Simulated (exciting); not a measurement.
# Nb (Im-3m) in exciting: reference runs

How does Nb come out in PBEsol? The cell is run as given and disturbed, then over a range of volumes.

Program: exciting (release sodium). These are calculated values, not measurements. Logs are shortened: lines on timing, memory, paths and dates and some standing lists are left out, and cuts for length are marked.

**Experimental background.**

From “Pressure effects on the electronic structure and superconductivity of (TaNb)0.67(HfZrTi)0.33 high entropy alloy”, 2019, arxiv:1910.08312, for a bulk crystal of Nb: bulk modulus 169 GPa.

How close the calculation comes is told below.

## 1. The structure

The structure is cubic, space group Im-3m (No. 229). The conventional cell has a = 3.328 Å, b = 3.328 Å, c = 3.328 Å, α = 90.00°, β = 90.00°, γ = 90.00°. Around Nb (site symmetry m-3m) lie 8 Nb at 2.88 Å.

## 2. Single point, PBEsol

File input.xml:

```xml
<input>
  <title>Nb</title>
  <structure speciespath="./" tshift="false">
    <crystal scale="1">
      <basevect>-3.144409785071 3.144409785071 3.144409785071</basevect>
      <basevect>3.144409785071 -3.144409785071 3.144409785071</basevect>
      <basevect>3.144409785071 3.144409785071 -3.144409785071</basevect>
    </crystal>
    <species speciesfile="Nb.xml" rmt="2.3">
      <atom coord="0.000000000000 0.000000000000 0.000000000000"/>
    </species>
  </structure>
  <groundstate do="fromscratch" ngridk="11 11 11" rgkmax="9" gmaxvr="14" lmaxapw="10" lmaxmat="10" lmaxvr="8" xctype="GGA_PBE_SOL" stype="Fermi Dirac" swidth="0.00183747" nempty="12" ValenceRelativity="iora*" epsengy="1e-05" epspot="1e-05" maxscl="60" tforce="true" outputlevel="normal"/>
  <properties>
    <chargedensityplot>
      <plot3d>
        <box grid="15 15 15">
          <origin coord="0 0 0"/>
          <point coord="1 0 0"/>
          <point coord="0 1 0"/>
          <point coord="0 0 1"/>
        </box>
      </plot3d>
    </chargedensityplot>
    <elfplot>
      <plot3d>
        <box grid="15 15 15">
          <origin coord="0 0 0"/>
          <point coord="1 0 0"/>
          <point coord="0 1 0"/>
          <point coord="0 0 1"/>
        </box>
      </plot3d>
    </elfplot>
    <exccplot>
      <plot3d>
        <box grid="15 15 15">
          <origin coord="0 0 0"/>
          <point coord="1 0 0"/>
          <point coord="0 1 0"/>
          <point coord="0 0 1"/>
        </box>
      </plot3d>
    </exccplot>
  </properties>
</input>
```

Potentials or basis: all-electron LAPW+lo, shipped species files, valence relativity iora*.

Started as:

```sh
$ OMP_NUM_THREADS=1 exciting_smp
```

INFO.OUT:

```text
================================================================================
EXCITING SODIUM started
All units are atomic (Hartree, Bohr, etc.)
================================================================================

********************************************************************************
* Ground-state run starting from atomic densities                              *
********************************************************************************

++++++++++++++++++++++++++++++++++++++++++++++++++++++++++++++++++++++++++++++++
+ Starting initialization                                                      +
++++++++++++++++++++++++++++++++++++++++++++++++++++++++++++++++++++++++++++++++

 Lattice vectors (cartesian) :
     -3.1444097851      3.1444097851      3.1444097851
      3.1444097851     -3.1444097851      3.1444097851
      3.1444097851      3.1444097851     -3.1444097851

 Reciprocal lattice vectors (cartesian) :
     -0.0000000000      0.9991040826      0.9991040826
      0.9991040826     -0.0000000000      0.9991040826
      0.9991040826      0.9991040826     -0.0000000000

 Unit cell volume                           :     124.3590536786
 Brillouin zone volume                      :       1.9946293101

 Species :    1 (Nb)
     parameters loaded from                 :    Nb.xml
     name                                   :    niobium
     nuclear charge                         :     -41.00000000
     electronic charge                      :      41.00000000
     atomic mass                            :  169357.97030000
     muffin-tin radius                      :       2.30000000
     # of radial points in muffin-tin       :     400

     atomic positions (lattice) :
       1 :   0.00000000  0.00000000  0.00000000

 Total number of atoms per unit cell        :       1

 Spin treatment                             :    spin-unpolarised

 Number of Bravais lattice symmetries       :      48
 Number of crystal symmetries               :      48

 k-point grid                               :      11   11   11
 Total number of k-points                   :      56
 k-point set is reduced with crystal symmetries

 R^MT_min * |G+k|_max (rgkmax)              :       9.00000000
 Species with R^MT_min                      :       1 (Nb)
 Maximum |G+k| for APW functions            :       3.91304348
 Maximum |G| for potential and density      :      14.00000000

 G-vector grid sizes                        :      25    25    25
 Total number of G-vectors                  :    5775

 Maximum angular momentum used for
     APW functions                          :      10
     computing H and O matrix elements      :      10
     potential and density                  :       8
     inner part of muffin-tin               :       2

 Total nuclear charge                       :     -41.00000000
 Total electronic charge                    :      41.00000000
 Total core charge                          :      28.00000000
 Total valence charge                       :      13.00000000

 Number of empty states                     :      12
 Total number of valence states             :      19

 Maximum Hamiltonian size                   :     153
 Maximum number of plane-waves              :     140
 Total number of local-orbitals             :      13

 Exchange-correlation type                  :      22
     PBEsol, Phys. Rev. Lett. 100, 136406 (2008)
     Generalised gradient approximation (GGA)

 Smearing scheme                            :    Fermi-Dirac
 Smearing width                             :       0.00183747

 Using multisecant Broyden potential mixing

++++++++++++++++++++++++++++++++++++++++++++++++++++++++++++++++++++++++++++++++
+ Ending initialization                                                        +
++++++++++++++++++++++++++++++++++++++++++++++++++++++++++++++++++++++++++++++++

********************************************************************************
* Groundstate module started                                                   *
********************************************************************************
 Output level for this task is set to normal

++++++++++++++++++++++++++++++++++++++++++++++++++++++++++++++++++++++++++++++++
+ Self-consistent loop started                                                 +
++++++++++++++++++++++++++++++++++++++++++++++++++++++++++++++++++++++++++++++++
 Density and potential initialised from atomic data

++++++++++++++++++++++++++++++++++++++++++++++++++++++++++++++++++++++++++++++++
+ SCF iteration number :    1                                                  +
++++++++++++++++++++++++++++++++++++++++++++++++++++++++++++++++++++++++++++++++
 Total energy                               :     -3811.31024578
 _______________________________________________________________
 Fermi energy                               :         0.44332953
 Kinetic energy                             :      3955.99739029
 Coulomb energy                             :     -7650.52885319
 Exchange energy                            :      -114.37023721
 Correlation energy                         :        -2.40854567

 DOS at Fermi energy (states/Ha/cell)       :        24.48384664

 Electron charges :
     core                                   :        28.00000000
     core leakage                           :         0.00000960
     valence                                :        13.00000000
     interstitial                           :         2.79412483
     charge in muffin-tin spheres :
                  atom     1    Nb          :        38.20587517
     total charge in muffin-tins            :        38.20587517
     total charge                           :        41.00000000
[... 266 lines left out ...]
 Electron charges :
     core                                   :        28.00000000
     core leakage                           :         0.00000906
     valence                                :        13.00000000
     interstitial                           :         2.60633563
     charge in muffin-tin spheres :
                  atom     1    Nb          :        38.39366437
     total charge in muffin-tins            :        38.39366437
     total charge                           :        41.00000000

 RMS change in effective potential (target) :  0.178549E-07  ( 0.100000E-04)
 Absolute change in total energy   (target) :  0.303219E-05  ( 0.100000E-04)
 Charge distance                   (target) :  0.677256E-08  ( 0.100000E-04)
 Abs. change in max-nonIBS-force   (target) :   0.00000      ( 0.500000E-04)

++++++++++++++++++++++++++++++++++++++++++++++++++++++++++++++++++++++++++++++++
| Convergency criteria checked for the last 2 iterations                       +
| Convergence targets achieved. Performing final SCF iteration                 +
++++++++++++++++++++++++++++++++++++++++++++++++++++++++++++++++++++++++++++++++
 Total energy                               :     -3818.38401430
 _______________________________________________________________
 Fermi energy                               :         0.42986987
 Kinetic energy                             :      3951.51712260
 Coulomb energy                             :     -7652.94660101
 Exchange energy                            :      -114.54564208
 Correlation energy                         :        -2.40889381

 DOS at Fermi energy (states/Ha/cell)       :        48.08046643

 Electron charges :
     core                                   :        28.00000000
     core leakage                           :         0.00000906
     valence                                :        13.00000000
     interstitial                           :         2.60633574
     charge in muffin-tin spheres :
                  atom     1    Nb          :        38.39366426
     total charge in muffin-tins            :        38.39366426
     total charge                           :        41.00000000

++++++++++++++++++++++++++++++++++++++++++++++++++++++++++++++++++++++++++++++++
+ Self-consistent loop stopped                                                 +
++++++++++++++++++++++++++++++++++++++++++++++++++++++++++++++++++++++++++++++++
 STATE.OUT is written

--------------------------------------------------------------------------------
- Writing atomic positions and forces                                          -
--------------------------------------------------------------------------------

 Atomic positions (lattice) :
 atom     1  Nb  :     0.00000000    0.00000000    0.00000000

 Total atomic forces including IBS (cartesian) :
 atom     1  Nb  :     0.00000000    0.00000000    0.00000000

 Atomic force components including IBS (cartesian) :
 atom     1  Nb  :     0.00000000    0.00000000    0.00000000   HF force
                 :     0.00000000    0.00000000    0.00000000   core correction
                 :     0.00000000    0.00000000    0.00000000   IBS correction

********************************************************************************
* Groundstate module stopped                                                   *
********************************************************************************

--------------------------------------------------------------------------------
- CAUTION! Warnings have been written in file WARNING.OUT !                    -
--------------------------------------------------------------------------------
================================================================================
| EXCITING SODIUM stopped                                                      =
================================================================================
```

Run time: 51 s. Hardware: 1 thread of Intel Xeon at 2.50GHz (Skylake/Cascade Lake), shared host; peak memory 0.1 GiB.

What came out:

```
Free energy                                       : -103903.5369 eV
Band gap on the k mesh                            : none (metal or under the smearing width)
All electrons inside the program's atomic spheres : Nb 38.39 (radii Nb 2.3 bohr)
```

Caveat: the log's total energy holds no entropy term; the free energy is that total less TS from the occupations.

## 3. Single point, PBEsol (cell strained at random at fixed volume)

input.xml: that of step 2 with these lines changed.

```diff
@@ -4,8 +4,8 @@
     <crystal scale="1">
-      <basevect>-3.144409785071 3.144409785071 3.144409785071</basevect>
-      <basevect>3.144409785071 -3.144409785071 3.144409785071</basevect>
-      <basevect>3.144409785071 3.144409785071 -3.144409785071</basevect>
+      <basevect>-3.127145247196 3.140518838980 3.142801628139</basevect>
+      <basevect>3.046026863571 -3.155419329473 3.076583735006</basevect>
+      <basevect>3.217916351867 3.246188544417 -3.157702118632</basevect>
     </crystal>
     <species speciesfile="Nb.xml" rmt="2.3">
-      <atom coord="0.000000000000 0.000000000000 0.000000000000"/>
+      <atom coord="-0.002892000000 -0.007653000000 0.005276000000"/>
     </species>
```

Potentials or basis: all-electron LAPW+lo, shipped species files, valence relativity iora*.

Started as:

```sh
$ OMP_NUM_THREADS=1 exciting_smp
```

INFO.OUT:

```text
================================================================================
EXCITING SODIUM started
[... 10 lines left out ...]

 Lattice vectors (cartesian) :
     -3.1271452472      3.1405188390      3.1428016281
      3.0460268636     -3.1554193295      3.0765837350
      3.2179163519      3.2461885444     -3.1577021186

 Reciprocal lattice vectors (cartesian) :
     -0.0011770489      0.9861701955      1.0126055677
      1.0165008420     -0.0120591778      1.0234873952
      0.9892164012      0.9697672898      0.0152255630

 Unit cell volume                           :     124.3590595497
 Brillouin zone volume                      :       1.9946292159

 Species :    1 (Nb)
     parameters loaded from                 :    Nb.xml
     name                                   :    niobium
     nuclear charge                         :     -41.00000000
     electronic charge                      :      41.00000000
[... 401 lines left out ...]
++++++++++++++++++++++++++++++++++++++++++++++++++++++++++++++++++++++++++++++++
 Total energy                               :     -3818.38389428
 _______________________________________________________________
 Fermi energy                               :         0.43038175
 Kinetic energy                             :      3951.51730435
 Coulomb energy                             :     -7652.94579567
 Exchange energy                            :      -114.54651077
 Correlation energy                         :        -2.40889218

 DOS at Fermi energy (states/Ha/cell)       :        47.15202931

 Electron charges :
     core                                   :        28.00000000
     core leakage                           :         0.00000906
     valence                                :        13.00000000
     interstitial                           :         2.60250605
     charge in muffin-tin spheres :
                  atom     1    Nb          :        38.39749395
     total charge in muffin-tins            :        38.39749395
     total charge                           :        41.00000000

++++++++++++++++++++++++++++++++++++++++++++++++++++++++++++++++++++++++++++++++
+ Self-consistent loop stopped                                                 +
++++++++++++++++++++++++++++++++++++++++++++++++++++++++++++++++++++++++++++++++
 STATE.OUT is written

--------------------------------------------------------------------------------
- Writing atomic positions and forces                                          -
--------------------------------------------------------------------------------

 Atomic positions (lattice) :
 atom     1  Nb  :     0.99710800    0.99234700    0.00527600

 Total atomic forces including IBS (cartesian) :
 atom     1  Nb  :     0.00000000    0.00000000    0.00000000

 Atomic force components including IBS (cartesian) :
 atom     1  Nb  :     0.00000000    0.00000000    0.00000000   HF force
                 :     0.00000000    0.00000000    0.00000000   core correction
                 :     0.00000000    0.00000000    0.00000000   IBS correction

********************************************************************************
* Groundstate module stopped                                                   *
********************************************************************************

================================================================================
| EXCITING SODIUM stopped                                                      =
================================================================================
```

stdout:

```text
Info(rhoplot):
 3D density plot written to RHO3D.xml

Info(potplot):
 3D Coulomb potential plot written to VCL3D.xml
 3D exchange-correlation potential plot written to VXC3D.xml

Info(elfplot): 3D ELF plot written to ELF3D.xml
```

It took 11 min on 1 thread of Intel Xeon at 2.50GHz (Skylake/Cascade Lake), shared host; peak memory 0.12 GiB.

Results:

- Free energy: -103903.5334 eV
- Band gap on the k mesh: none (metal or under the smearing width)
- All electrons inside the program's atomic spheres: Nb 38.40 (radii Nb 2.3 bohr)

Levels at points of the mesh, in eV from the Fermi level:
| k point | band 5 | band 6 | band 7 | band 8 | band 9 | band 10 |
| --- | --- | --- | --- | --- | --- | --- |
| (0.00, 0.00, 0.00) | -5.87 | 0.09 | 0.34 | 0.71 | 3.08 | 3.42 |

Caveat: the log's total energy holds no entropy term; the free energy is that total less TS from the occupations.

[end of part 1 of 2]
